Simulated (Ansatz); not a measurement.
# GaN (P6_3mc) in Ansatz: further runs, part 2 of 2

Ansatz 0.2.0. Earlier steps stand in the parts before.

**4. Single point, revPBE+D4, 10.86 Å³/atom (volume scaled by 0.96)**

File input.yaml:

```yaml
crystal:
  lattice:
    - [3.1370217585, 0.0, 0.0]
    - [-1.5685108793, 2.7167405351, 0.0]
    - [0.0, 0.0, 5.0961806304]
  atoms:
    - { symbol: Ga, position: [0.6666666667, 0.3333333333, 0.5] }
    - { symbol: Ga, position: [0.3333333333, 0.6666666667, 0.0] }
    - { symbol: "N", position: [0.6666666667, 0.3333333333, 0.875] }
    - { symbol: "N", position: [0.3333333333, 0.6666666667, 0.375] }
hamiltonian:
  xc: revpbe
  pseudopotentials: { kind: paw }
  dispersion: d4
kpoints:
  mp_grid: { grid: [10, 10, 5] }
scf:
  occupations: { method: fermi_dirac, width: 0.05 }
output:
  forces: true
  stress: true
  eigenvalues: true
```

Launch:

```console
ansatz run input.yaml --threads 2 --pin off --max-ram 5120MiB --backend cpu --events-out ev --progress --plain --runs-dir out
```

It took 1.1 s on 2 threads of Intel Xeon 6975P-C (Granite Rapids), shared host; peak memory 0.41 GiB.

Results (log left out):

- Free energy: -8348.7119 eV
- Pressure: 6.8 GPa
- Largest force: 0.142 eV/Å
- Band gap on the k mesh: 2.26 eV, direct

Caveat: odd divisions of the mesh miss points on the zone boundary, where band edges often lie, so the gap on the mesh can be too wide; the pressure holds a Pulay correction of +0.5 GPa for the finite cutoff; the PAW data sets come from PBE, with cores solved anew for the run's functional, which leaves a small shift of forces and pressure.

**5. Single point, revPBE+D4, 11.08 Å³/atom (volume scaled by 0.98)**

Changes to input.yaml since step 4:

```diff
@@ -2,5 +2,5 @@
   lattice:
-    - [3.1370217585, 0.0, 0.0]
-    - [-1.5685108793, 2.7167405351, 0.0]
-    - [0.0, 0.0, 5.0961806304]
+    - [3.158657075, 0.0, 0.0]
+    - [-1.5793285375, 2.7354772688, 0.0]
+    - [0.0, 0.0, 5.1313278144]
   atoms:
```

Launch:

```console
ansatz run input.yaml --threads 2 --pin off --max-ram 5120MiB --backend cpu --events-out ev --progress --plain --runs-dir out
```

Run time: 1.1 s. Hardware: 2 threads of Intel Xeon 6975P-C (Granite Rapids), shared host; peak memory 0.41 GiB.

Results (log left out):

```yaml
Free_energy: -8348.7380 eV
Pressure: 2.5 GPa
Largest_force: 0.136 eV/Å
Band_gap_on_the_k_mesh: 2.13 eV, direct
```

Caveat: odd divisions of the mesh miss points on the zone boundary, where band edges often lie, so the gap on the mesh can be too wide; the pressure holds a Pulay correction of +0.5 GPa for the finite cutoff; the PAW data sets come from PBE, with cores solved anew for the run's functional, which leaves a small shift of forces and pressure.

**6. Single point, revPBE+D4, 11.31 Å³/atom**

Changes to input.yaml since step 5:

```diff
@@ -2,5 +2,5 @@
   lattice:
-    - [3.158657075, 0.0, 0.0]
-    - [-1.5793285375, 2.7354772688, 0.0]
-    - [0.0, 0.0, 5.1313278144]
+    - [3.18, 0.0, 0.0]
+    - [-1.59, 2.753960784, 0.0]
+    - [0.0, 0.0, 5.166]
   atoms:
```

Potentials or basis: Ansatz PAW.

Launch:

```console
ansatz run input.yaml --threads 2 --pin off --max-ram 5120MiB --backend cpu --events-out ev --progress --plain --runs-dir out
```

It took 1.1 s on 2 threads of Intel Xeon 6975P-C (Granite Rapids), shared host; peak memory 0.42 GiB.

The run converged. Its results:

```
Free energy            : -8348.7413 eV
Pressure               : -1.3 GPa
Largest force          : 0.130 eV/Å
Band gap on the k mesh : 1.99 eV, direct
```

Caveat: odd divisions of the mesh miss points on the zone boundary, where band edges often lie, so the gap on the mesh can be too wide; the pressure holds a Pulay correction of +0.5 GPa for the finite cutoff; the PAW data sets come from PBE, with cores solved anew for the run's functional, which leaves a small shift of forces and pressure.

**7. Single point, revPBE+D4, 11.54 Å³/atom (volume scaled by 1.02)**

Changes to input.yaml since step 6:

```diff
@@ -2,5 +2,5 @@
   lattice:
-    - [3.18, 0.0, 0.0]
-    - [-1.59, 2.753960784, 0.0]
-    - [0.0, 0.0, 5.166]
+    - [3.2010602164, 0.0, 0.0]
+    - [-1.6005301082, 2.7721994664, 0.0]
+    - [0.0, 0.0, 5.2002129176]
   atoms:
```

Launch:

```console
ansatz run input.yaml --threads 2 --pin off --max-ram 5120MiB --backend cpu --events-out ev --progress --plain --runs-dir out
```

It took 1.1 s on 2 threads of Intel Xeon 6975P-C (Granite Rapids), shared host; peak memory 0.41 GiB.

It converged, with:

```
Free energy            : -8348.7238 eV
Pressure               : -4.8 GPa
Largest force          : 0.124 eV/Å
Band gap on the k mesh : 1.86 eV, direct
```

Caveat: odd divisions of the mesh miss points on the zone boundary, where band edges often lie, so the gap on the mesh can be too wide; the pressure holds a Pulay correction of +0.5 GPa for the finite cutoff; the PAW data sets come from PBE, with cores solved anew for the run's functional, which leaves a small shift of forces and pressure.

**8. Single point, revPBE+D4, 11.76 Å³/atom (volume scaled by 1.04)**

Changes to input.yaml since step 7:

```diff
@@ -2,5 +2,5 @@
   lattice:
-    - [3.2010602164, 0.0, 0.0]
-    - [-1.6005301082, 2.7721994664, 0.0]
-    - [0.0, 0.0, 5.2002129176]
+    - [3.2218469041, 0.0, 0.0]
+    - [-1.6109234521, 2.7902012661, 0.0]
+    - [0.0, 0.0, 5.2339814801]
   atoms:
@@ -22 +22,5 @@
   eigenvalues: true
+  write_density: true
+  write_potential: true
+  elf: true
+  volumetric_format: npy
```

Launch:

```console
ansatz run input.yaml --threads 2 --pin off --max-ram 5120MiB --backend cpu --events-out ev --progress --plain --runs-dir out
```

It took 1.5 s on 2 threads of Intel Xeon 6975P-C (Granite Rapids), shared host; peak memory 0.43 GiB.

Results (log left out):

```yaml
Free_energy: -8348.6879 eV
Pressure: -7.9 GPa
Largest_force: 0.118 eV/Å
Band_gap_on_the_k_mesh: 1.73 eV, direct
```

Caveat: odd divisions of the mesh miss points on the zone boundary, where band edges often lie, so the gap on the mesh can be too wide; the pressure holds a Pulay correction of +0.5 GPa for the finite cutoff; the PAW data sets come from PBE, with cores solved anew for the run's functional, which leaves a small shift of forces and pressure.

**9. Single point, revPBE+D4, 11.99 Å³/atom (volume scaled by 1.06)**

Changes to input.yaml since step 8:

```diff
@@ -2,5 +2,5 @@
   lattice:
-    - [3.2218469041, 0.0, 0.0]
-    - [-1.6109234521, 2.7902012661, 0.0]
-    - [0.0, 0.0, 5.2339814801]
+    - [3.2423687753, 0.0, 0.0]
+    - [-1.6211843877, 2.8079737278, 0.0]
+    - [0.0, 0.0, 5.2673198406]
   atoms:
@@ -22,5 +22 @@
   eigenvalues: true
-  write_density: true
-  write_potential: true
-  elf: true
-  volumetric_format: npy
```

Potentials or basis: Ansatz PAW.

Launch:

```console
ansatz run input.yaml --threads 2 --pin off --max-ram 5120MiB --backend cpu --events-out ev --progress --plain --runs-dir out
```

Run time: 1.2 s. Hardware: 2 threads of Intel Xeon 6975P-C (Granite Rapids), shared host; peak memory 0.41 GiB.

The run converged. Its results:

| Property | Result |
| --- | --- |
| Free energy | -8348.6356 eV |
| Pressure | -10.6 GPa |
| Largest force | 0.113 eV/Å |
| Band gap on the k mesh | 1.61 eV, direct |

Caveat: odd divisions of the mesh miss points on the zone boundary, where band edges often lie, so the gap on the mesh can be too wide; the pressure holds a Pulay correction of +0.4 GPa for the finite cutoff; the PAW data sets come from PBE, with cores solved anew for the run's functional, which leaves a small shift of forces and pressure.

**10. Equation of state, revPBE+D4**

No new run: the results of the series are fitted here.

What came out:

```
Equilibrium volume                        : 11.23 Å³/atom
Bulk modulus at fixed shape and positions : 188 GPa
Pressure derivative of the bulk modulus   : 4.4
```

Energy against volume, from the lowest point:
```tsv
volume (Å³/atom)	energy (meV/atom)
10.632	20.28
10.858	7.35
11.084	0.82
11.310	0.00
11.537	4.36
11.763	13.33
11.989	26.43
```

Caveat: the potentials were made for another functional, which shifts forces and pressure; the cell was scaled at fixed shape and fractional positions, which overstates the stiffness of a crystal with free parameters, most of all of layers and chains.

**11. How close it comes**

Step 2. Against the measured gap of GaN, 3.503 eV (direct; quoted in “Studying electronic properties in GaN without electrical contacts using γ-γ vs e−-γ Perturbed Angular Correlations”, 2019, pmc:6823545), the calculated 1.91 eV is off by -1.60 eV. Spin-orbit coupling on Ga is left out. The value is that of PBEsol, without temperature or zero-point motion. Semilocal functionals fall short of measured gaps as a rule.
